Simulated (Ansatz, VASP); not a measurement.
# InAs: VASP beside Ansatz

Wanted: the spread between two codes on one cell, functional and k mesh. The structure shown is the end of the Ansatz relaxation below.

Calculated with Ansatz 0.2.0; plane waves, with VASP 6.6.1 beside it; PBEsol.

## (1) Set-up

Symmetry: I-4m2, No. 119, tetragonal system. Conventional cell: a = 4.320 Å, b = 4.320 Å, c = 6.026 Å, α = 90.00°, β = 90.00°, γ = 90.00°. As has 4 In at 2.63 Å nearest. Nearest to In lie 4 As at 2.63 Å. Farther neighbours are not listed.

## (2) Ansatz: relaxation, PBEsol

Ansatz runs on its PAW soft_1 files.

This run makes the geometry at which the two programs are then compared.

input.yaml

```yaml
crystal:
  lattice:
    - [0.0, 3.0435397117, 3.0131043146]
    - [3.0435397117, 0.0, 3.0131043146]
    - [3.0435397117, 3.0435397117, 0.0]
  atoms:
    - { symbol: As, position: [0.75, 0.75, 0.75] }
    - { symbol: In, position: [0.0, 0.0, 0.0] }
  conventional_axes: [[-1, 1, 1], [1, -1, 1], [1, 1, -1]]
kpoints:
  mp_grid: { grid: [12, 12, 12] }
hamiltonian:
  xc: pbesol
  pseudopotentials: { kind: paw, azcp: { folder: soft_1 }, xc_functional: pbe }
scf:
  occupations: { method: methfessel_paxton, width: 0.2 }
output:
  forces: true
  stress: true
  eigenvalues: true
relax:
  adjacent_minimum: "off"
  f_tol: 0.001
  max_steps: 60
  cell: { stress_tol: 0.01, fix: [c, angles] }
```

On the command line:

```bash
$ ansatz run input.yaml --threads 4 --pin off --max-ram 10240MiB --backend cpu --events-out ev --progress --plain --runs-dir out
```

Numbers of over 12 decimals in the logs are rounded to 6 here.

Log:

```text
Engine: ansatz 0.2.0, aarch64-unknown-linux-gnu
Pseudopotentials: kind: paw
Pseudopotential: As, paw, valence charge 15, recommended cutoff 420 eV (normal), soft_1/As.paw.azcp
Pseudopotential: In, paw, valence charge 13, recommended cutoff 420 eV (normal), soft_1/In.paw.azcp
Functional definition: PBEsol
  exchange = pbesol_x
  correlation = pbesol_c
Crystal: 2 atoms, lattice volume = 55.822 Å³
Basis set: ecut = 420 eV, 1067 PW (Γ), exchange–correlation on 60×60×60 points (8 copies of the dense FFT grid, shifted against one another)
Bands: 18, of which v1, the nominal top of the filled ones, is band 14 counted from 1 (13 counted from 0)
Symmetry: 8 space group operations
Space group: I-4m2 (ITA 119), of the structure as read, at distance tolerance 3.8e-5 Å
k-points: 163 of 1728 (time reversal used)
Non-local potential: As, projectors of the file, l = 0: 2, l = 1: 2, l = 2: 3, l = 3: 1
Non-local potential: In, projectors of the file, l = 0: 2, l = 1: 2, l = 2: 2, l = 3: 1
PAW form: soft (Blöchl's): semilocal exchange-correlation on the pseudo side does not see the compensation charge
PAW frozen core: As, regenerated for the run's functional, and the local potential with it (the file was generated under x = pbe(κ = 0.804, μ = 0.219515), c = pbe(β = 0.066725))
PAW frozen core: In, regenerated for the run's functional, and the local potential with it (the file was generated under x = pbe(κ = 0.804, μ = 0.219515), c = pbe(β = 0.066725))
PAW one-centre angular grid: As, 590 points (default); XC on 64 Gauss nodes
PAW one-centre angular grid: In, 590 points (default); XC on 64 Gauss nodes
Initial density: superposition of atomic densities (chi_scale 0.1, normalization cell, long waves kept (reshape's long-wave potential 0.00 eV rms))
Initial wavefunctions: pseudopotential atomic-orbital guess
Functional: x = pbesol(κ = 0.804, μ = 0.123457), c = pbesol(β = 0.046)
SCF iter   1: F=—  HF=-10338.985811 eV  |F-HF|=—  |Δ(HF+E_count)|=         —  Δρ=2.85e-2  dr2=3.64e-1  ethr=3.10e-3  ⟨swp⟩=5.2  Hψ=14828  notcnv=0
preconditioner: auto → none  [insulator: Δε(μ)=0.773 eV  Ē_g=14.638 eV  σ=0.200 eV  W_gap=0.56  n_scr=14 (ndim 8)  ℏωp=21.1 eV  f_vac=0.009  D(μ)=0.06/eV (n_scr^D=0)  ε∞_Penn≈3.1]
SCF iter   2: F=—  HF=-10338.907907 eV  |F-HF|=—  |Δ(HF+E_count)|=   7.79e-2  S|Δr|=    0.00e0  Δρ=1.29e-2  dr2=6.60e-2  ethr=1.30e-3  ⟨swp⟩=2.0  Hψ=4847  notcnv=0
SCF iter   3: F=—  HF=-10338.896655 eV  |F-HF|=—  |Δ(HF+E_count)|=   1.13e-2  S|Δr|=    0.00e0  Δρ=1.88e-3  dr2=4.52e-3  ethr=2.36e-4  ⟨swp⟩=2.2  Hψ=4395  notcnv=0
SCF iter   4: F=—  HF=-10338.894957 eV  |F-HF|=—  |Δ(HF+E_count)|=   1.70e-3  S|Δr|=    0.00e0  Δρ=6.01e-4  dr2=1.16e-4  ethr=1.61e-5  ⟨swp⟩=2.0  Hψ=5217  notcnv=0
SCF iter   5: F=—  HF=-10338.894966 eV  |F-HF|=—  |Δ(HF+E_count)|=   8.92e-6  S|Δr|=    0.00e0  Δρ=1.93e-4  dr2=7.69e-6  ethr=4.13e-7  ⟨swp⟩=2.0  Hψ=5216  notcnv=0
SCF iter   6: F=—  HF=-10338.894972 eV  |F-HF|=—  |Δ(HF+E_count)|=   6.28e-6  S|Δr|=    0.00e0  Δρ=1.63e-5  dr2=7.93e-8  ethr=3.57e-10  ⟨swp⟩=4.9  Hψ=14873  notcnv=0
SCF iter   7: F=-10338.894972 eV  HF=-10338.894972 eV  |F-HF|=1.46e-8  |Δ(HF+E_count)|=   5.77e-8  S|Δr|=    0.00e0  Δρ=4.33e-6  dr2=9.51e-9  ethr=2.83e-10  ⟨swp⟩=2.9  Hψ=11233  notcnv=0
SCF 1 converged in 7 iterations: F = -10338.894972 eV  dr2 = 9.51e-9
  greatest PAW one-centre occupation: 0.999 electrons in one spin orbital (limit 2), on the As atom at site 0 (counted from 0), in its partial waves of l = 2
relax step   1: F+E_penalty+E_count = -10338.89497206 eV  Δ(F+E_penalty+E_count) = +0.000e0 eV  max|allowed force component| = 1.010e-16 eV/Å  Δτ_max = 0.0000 Å  P = +0.580 GPa  Ω = 55.822 Å³  fix = [c, alpha, beta, gamma]  reactions: c +0.802 GPa  (7 SCF iters, dr2 threshold 1.00e-7 eV, accepted)
[...]
relax step   2: F+E_penalty+E_count = -10338.89547356 eV  Δ(F+E_penalty+E_count) = -5.015e-4 eV  max|allowed force component| = 2.429e-17 eV/Å  Δτ_max = 0.0000 Å  P = +0.050 GPa  Ω = 56.338 Å³  energy of the carried Pulay correction = -6.801e-5 eV  fix = [c, alpha, beta, gamma]  reactions: c +0.373 GPa  (4 SCF iters, dr2 threshold 2.00e-7 eV, accepted)
[...]
relax step   3: F+E_penalty+E_count = -10338.89552151 eV  Δ(F+E_penalty+E_count) = -4.795e-5 eV  max|allowed force component| = 1.556e-17 eV/Å  Δτ_max = 0.0000 Å  P = +0.151 GPa  Ω = 56.238 Å³  energy of the carried Pulay correction = -5.494e-5 eV  fix = [c, alpha, beta, gamma]  reactions: c +0.454 GPa  (4 SCF iters, dr2 threshold 3.10e-8 eV, accepted)
[...]
relax step   4: F+E_penalty+E_count = -10338.89557753 eV  Δ(F+E_penalty+E_count) = -5.602e-5 eV  max|allowed force component| = 1.659e-17 eV/Å  Δτ_max = 0.0000 Å  P = +0.151 GPa  Ω = 56.238 Å³  fix = [c, alpha, beta, gamma]  reactions: c +0.454 GPa  stress off target by 7.60e-4 GPa on what of the cell is left free  SCF on the basis re-selected at this cell (its energy is not comparable with the rows above)  (5 SCF iters)
basis re-selected at this cell: Δ(F+E_penalty+E_count) = -5.602e-5 eV, ΔP = +0.000 GPa vs the last step (what re-selecting the basis moved, of the pressure what is left beyond the Pulay correction that the steps carried, after the strain that the cell walked since its last selection, with what the two solves' SCF thresholds leave and, on support functions, any second-order correction that the steps lacked; it is no m [...]
SCF converged after 5 iterations
Stability not checked: this state was not tested for a lower state beside it, because cold or Methfessel-Paxton smearing, or corrected tetrahedra, fill the levels in a way that the test cannot read (fill_not_monotonic; see scf.lower_state_search)
Free energy (F): -10338.895578 eV
Harris-Foulkes:  -10338.895578 eV  (|F-HF|=1.82e-12)
Internal energy: -10338.896026 eV  (E = F + TS)
E sigma→0 (E₀):  -10338.895690 eV
Entropy (-TS):   0.000448 eV (0.224 meV/atom)
Fermi energy:    7.357927 eV
Step filling:    the computed levels leave a gap of 0.0645 eV = 0.3 smearing widths at the electron count; against every level under it full and every level over it empty, smearing changes F+E_penalty+E_count by +0.210 meV and its σ→0 estimate by +0.098 meV
--- Per-component energies (eV) ---
  E_band       = -325.986842
  E_kinetic    = 316.684007
  E_local      = -3502.075816  (includes V_loc(G=0)·N_el)
  E_nonlocal   = -63.449203
  E_hartree    = 1738.550011
  E_xc         = -211.419971
  E_vxc        = -163.063303  (∫ρ·V_xc dr)
  E_paw        = -6109.543914  (= ΣΔE_a)
  E_vpaw       = -391.182690  (= ΣTr[D̂ρ^β])
  E_aug_tail   = 0.000147  (compensation charges beyond the density's cutoff)
  E_ewald      = -2508.843621
  E_core_change = 1.202334  (= ΣΔE_core)
  E_smearing   = 0.000448  (= −TS)
  E_closure    = 0.000000  (closes the sum)
  Σ components = -10338.895578   (vs F -10338.895578, Δ=0.00e0)
--- Forces (eV/Å), atoms counted from 1 ---
  atom   1  As     0.00000000     0.00000000    -0.00000000
  atom   2  In    -0.00000000    -0.00000000     0.00000000
  max |Σ_I F_I| component: 2.93e-17 eV/Å
--- Stress (GPa, compression-positive) ---
       -0.000760       0.000000      -0.000000
        0.000000      -0.000760      -0.000000
       -0.000000      -0.000000       0.454268
  P = ⅓ Tr σ = 0.1509 GPa (1.509 kbar)
--- Band table (eV; the first three rows and the last of 163) ---
  k-point 0: bands = [... 10 lower, -4.4705, 6.9352, 7.2893, 7.2893, 7.3538, 11.1545, 11.1814, 11.1814]
  k-point 1: bands = [... 10 lower, -4.3995, 5.9716, 7.1978, 7.2446, 8.0307, 11.1803, 11.3044, 11.3130]
  k-point 2: bands = [... 10 lower, -4.1948, 4.7710, 6.9751, 7.0319, 8.4448, 11.5054, 11.6100, 11.6314]
  k-point 162: bands = [... 10 lower, -2.4914, 1.5646, 4.9793, 4.9793, 8.7454, 9.2180, 16.3473, 16.4137]
--- Relaxed structure (3 steps of the walk, 3 accepted, 1 SCFs on fresh bases) ---
  F+E_penalty+E_count = -10338.89557753 eV   max|allowed force component| = 1.659e-17 eV/Å   (the final SCF, on the basis selected at the relaxed cell)
  cell:  # Å, volume = 56.2383 Å³
    - [0, 3.054879, 3.0131043146]
    - [3.054879, 0, 3.0131043146]
    - [3.054879, 3.054879, 0]
  atoms:
    - { symbol: As, position: [0.750000, 0.750000, 0.750000] }
    - { symbol: In, position: [0, 0, 0] }
```

Reading the cycles: dr2 is the Hartree energy of the density residual (eV), the measure of convergence; HF is the Harris–Foulkes estimate of the energy, which meets the free energy F at convergence.

## (3) VASP: single point, PBEsol, pair 1

The same cell, functional, mesh and smearing now go to VASP, with its own data sets.

Lines of VASP's logs that name or quote its potential files are left out, and so is its time.

INCAR

```
SYSTEM = InAs
PREC = Accurate
ENCUT = 500
EDIFF = 1E-06
NELM = 120
ISMEAR = 1
SIGMA = 0.2
LREAL = .FALSE.
ALGO = Normal
GGA = PS
NBANDS = 15
LORBIT = 11
LWAVE = .FALSE.
LCHARG = .FALSE.
ISIF = 2
LASPH = .TRUE.
GGA_COMPAT = .FALSE.
KPAR = 2
```

POSCAR

```
InAs
1.0
    0.0000000000      3.0548788778      3.0131043146
    3.0548788778      0.0000000000      3.0131043146
    3.0548788778      3.0548788778      0.0000000000
As In
1 1
Direct
    0.7500000000      0.7500000000      0.7500000000
    0.0000000000      0.0000000000      0.0000000000
```

KPOINTS

```
Automatic mesh
0
Gamma
12 12 12
0 0 0
```

PAW data sets: As and In_d (PBE family, release 64).

On the command line:

```bash
$ mpirun -np 2 vasp_std
```

Log:

```text
[banner, memory and clock lines left out]
running    2 mpi-ranks, on    1 nodes
 distrk:  each k-point on    1 cores,    2 groups
 distr:  one band on    1 cores,    1 groups

 POSCAR found type information on POSCAR AsIn
 POSCAR found :  2 types and       2 ions
|                                                                             |
|               ----> ADVICE to this user running VASP <----                  |
|                                                                             |
|     You enforced a specific xc type in the INCAR file but a different       |
|     [... a line on the potential file left out ...]
|     I HOPE YOU KNOW WHAT YOU ARE DOING!                                     |
|                                                                             |

 LDA part: xc-table for (Slater+PW92), standard interpolation
 POSCAR, INCAR and KPOINTS ok, starting setup
 FFT: planning ... GRIDC
 FFT: planning ... GRID_SOFT
 FFT: planning ... GRID
 WAVECAR not read
 entering main loop
       N       E                     dE             d eps       ncg     rms          rms(c)
DAV:   1     0.111161923597E+03    0.11116E+03   -0.82193E+03  4926   0.124E+03
DAV:   2    -0.992863260338E+00   -0.11215E+03   -0.10769E+03  5282   0.297E+02
DAV:   3    -0.858061554373E+01   -0.75878E+01   -0.75472E+01  6402   0.783E+01
DAV:   4    -0.877242694171E+01   -0.19181E+00   -0.19177E+00  5910   0.141E+01
DAV:   5    -0.878106019050E+01   -0.86332E-02   -0.86331E-02  7452   0.252E+00    0.433E+00
DAV:   6    -0.852130412974E+01    0.25976E+00   -0.39877E-01  7656   0.118E+01    0.237E+00
DAV:   7    -0.849066126497E+01    0.30643E-01   -0.10841E-01  6929   0.338E+00    0.680E-01
DAV:   8    -0.848912268631E+01    0.15386E-02   -0.12526E-02  6299   0.135E+00    0.190E-01
DAV:   9    -0.848936342788E+01   -0.24074E-03   -0.87497E-04  6153   0.284E-01    0.108E-01
DAV:  10    -0.848943141857E+01   -0.67991E-04   -0.12483E-04  7542   0.162E-01    0.658E-02
DAV:  11    -0.848945037223E+01   -0.18954E-04   -0.55272E-05  5737   0.107E-01    0.498E-02
DAV:  12    -0.848945033753E+01    0.34704E-07   -0.57924E-06  5617   0.267E-02
   1 F= -.84894503E+01 E0= -.84895988E+01  d E =0.445324E-03
```

From OUTCAR (step 3):

```text
ion  position               nearest neighbor table
   1  0.750  0.750  0.750-   2 2.63   2 2.63   2 2.63   2 2.63
   2  0.000  0.000  0.000-   1 2.63   1 2.63   1 2.63   1 2.63

  LATTYP: Found a body centered tetragonal cell.
 ALAT       =     4.3202511404
 C/A-ratio  =     1.3948746111

 Subroutine GETGRP returns: Found  8 space group operations
 (whereof  8 operations were pure point group operations)

The static configuration has the point symmetry D_2d.

 Found    163 irreducible k-points:

   k-points           NKPTS =    163   k-points in BZ     NKDIM =    163   number of bands    NBANDS=     15

   dimension x,y,z NGX =    32 NGY =   32 NGZ =   32
   dimension x,y,z NGXF=    64 NGYF=   64 NGZF=   64

   ENCUT  =  500.0 eV  36.75 Ry    6.06 a.u.   7.82  7.82  7.88*2*pi/ulx,y,z

   NELECT =      18.0000    total number of electrons

 k-points in reciprocal lattice and weights: Automatic mesh
   0.00000000  0.00000000  0.00000000       0.001
   0.08333333  0.00000000  0.00000000       0.005
   0.16666667  0.00000000  0.00000000       0.005
   0.25000000  0.00000000  0.00000000       0.005
   0.33333333  0.00000000  0.00000000       0.005
   0.41666667  0.00000000  0.00000000       0.005
   0.50000000  0.00000000  0.00000000       0.002
   0.08333333  0.08333333  0.00000000       0.001
   0.16666667  0.08333333  0.00000000       0.005
[...]
-0.33333333  0.16666667  0.50000000       0.002
  -0.25000000  0.25000000  0.50000000       0.001

 average (electrostatic) potential at core
       1 -49.6623       2 -96.5799

 E-fermi :   4.2467

 k-point     1 :       0.0000    0.0000    0.0000
  band No.  band energies     occupation
    ...
      6      -7.5796      2.00000
      7       3.8297      2.01203
      8       4.1781      1.54412
      9       4.1781      1.54411
     10       4.2427      1.03357
     11       8.0322     -0.00000
     12       8.0593     -0.00000
     13       8.0593     -0.00000
     14      11.4657      0.00000
     15      13.7058      0.00000

 k-point     2 :       0.0833    0.0000    0.0000
  band No.  band energies     occupation
    ...
      5      -9.9753      2.00000
      6      -7.5086      2.00000
      7       2.8619      2.00000
      8       4.0862      1.98123
      9       4.1331      1.81022
     10       4.9222     -0.00002
     11       8.0594     -0.00000
     12       8.1824     -0.00000
     13       8.1911     -0.00000
     14      11.9036      0.00000
    ...

 k-point     3 :       0.1667    0.0000    0.0000
  band No.  band energies     occupation
    ...
      5      -9.9750      2.00000
      6      -7.3035      2.00000
      7       1.6587      2.00000
      8       3.8628      2.02056
      9       3.9197      2.04292
     10       5.3346     -0.00000
     11       8.3876      0.00000
     12       8.4885      0.00000
     13       8.5107      0.00000
     14      12.5527      0.00000
    ...

  Total        0.0268654      0.0268654      0.1860148      0.0000000      0.0000000      0.0000000
  in kB        0.7653707      0.7653707      5.2993915      0.0000000      0.0000000      0.0000000
  external PRESSURE =       2.2767110 kB  Pullay stress =       0.0000000 kB

  energy-cutoff  :      500.00
  volume of cell :       56.24
      direct lattice vectors                 reciprocal lattice vectors
     0.000000000  3.054878878  3.013104315    -0.163672610  0.163672610  0.165941815
     3.054878878  0.000000000  3.013104315     0.163672610 -0.163672610  0.165941815
     3.054878878  3.054878878  0.000000000     0.163672610  0.163672610 -0.165941815

 POSITION                                       TOTAL-FORCE (eV/Angst)
 -----------------------------------------------------------------------------------
      4.58232      4.58232      4.51966        -0.000000     -0.000000     -0.000000
      0.00000      0.00000      0.00000         0.000000      0.000000      0.000000
 -----------------------------------------------------------------------------------
    total drift:                                0.000000      0.000000     -0.000000

  FREE ENERGIE OF THE ION-ELECTRON SYSTEM (eV)
  ---------------------------------------------------
  free  energy   TOTEN  =        -8.4894503375 eV

  energy  without entropy=       -8.4898956620  energy(sigma->0) =       -8.48959878

 total charge
# of ion       s       p       d       tot
------------------------------------------
    1        1.225   1.549   0.021   2.795
    2        0.849   0.721   9.887  11.457
--------------------------------------------------
tot          2.074   2.270   9.908  14.252

[... 3 further parts left out ...]
```

The gap is under twice the smearing width, so the edge states are partly filled and the run can't tell a small gap from a semimetal. Methfessel-Paxton smearing is not meant for a cell with a gap.

## (4) Differences

Known differences besides the potentials themselves: the data sets hold 28 valence electrons in Ansatz (on its PAW soft_1 files) and 18 in VASP; the cutoff is 420 eV in Ansatz and 500 eV in VASP; Ansatz makes its cores anew for this functional, VASP keeps those of its PBE data sets; Ansatz's pressure holds a Pulay correction, VASP's none. Total energies have different zeros and are not compared.

Compared:

| quantity | Ansatz | VASP | difference |
| --- | --- | --- | --- |
| pressure (GPa) | 0.15 | 0.23 | -0.08 |

Our record labels this cell a metal in Ansatz alone; each run is judged by its own test, so with a small gap or wide smearing the label says little about the levels.

## (5) Ansatz: relaxation, PBEsol

This run makes the geometry at which the two programs are then compared. The cell compared in this pair holds 56.08 Å³, against 56.24 Å³ for the pair before.

The structure compared here is the end of the Ansatz relaxation.

input.yaml: that of step 2 with these lines changed.

```diff
@@ -2,5 +2,5 @@
   lattice:
-    - [0.0, 3.0435397117, 3.0131043146]
-    - [3.0435397117, 0.0, 3.0131043146]
-    - [3.0435397117, 3.0435397117, 0.0]
+    - [0.0, 3.0548788778, 2.9826689175]
+    - [3.0548788778, 0.0, 2.9826689175]
+    - [3.0548788778, 3.0548788778, 0.0]
   atoms:
```

On the command line:

```bash
$ ansatz run input.yaml --threads 4 --pin off --max-ram 10240MiB --backend cpu --events-out ev --progress --plain --runs-dir out
```

Log:

```text
[...]
Crystal: 2 atoms, lattice volume = 55.670 Å³
Basis set: ecut = 420 eV, 1097 PW (Γ), exchange–correlation on 60×60×60 points (8 copies of the dense FFT grid, shifted against one another)
Bands: 18, of which v1, the nominal top of the filled ones, is band 14 counted from 1 (13 counted from 0)
Symmetry: 8 space group operations
[...]
k-points: 163 of 1728 (time reversal used)
[...]
k-point 162: bands = [... 10 lower, -2.4348, 1.6419, 4.9566, 4.9566, 8.7359, 9.1740, 16.4672, 16.4672]
--- Relaxed structure (3 steps of the walk, 3 accepted, 1 SCFs on fresh bases) ---
[...]
cell:  # Å, volume = 56.0846 Å³
    - [0, 3.066226, 2.9826689175]
    - [3.066226, 0, 2.9826689175]
    - [3.066226, 3.066226, 0]
  atoms:
    - { symbol: As, position: [0.750000, 0.750000, 0.750000] }
    - { symbol: In, position: [0, 0, 0] }
[key lines of the parts left out:]
SCF converged after 7 iterations
Free energy (F): -10338.893182 eV
Fermi energy:    7.402188 eV
P = ⅓ Tr σ = 0.2949 GPa (2.949 kbar)
```

[end of part 1 of 2]

[Lines on the potential files, build, host, timing and source positions are cut from VASP's logs without a mark.]

[Logs are printed without paths, hosts, clocks, repeated set-up lines and the standing remarks that a program may print on its own settings, such as how far it seeks lower states.]

[Hosts, paths, dates, database ids (printed as entryN), source tags and the programs' standing remarks are cut or masked in the printed files.]
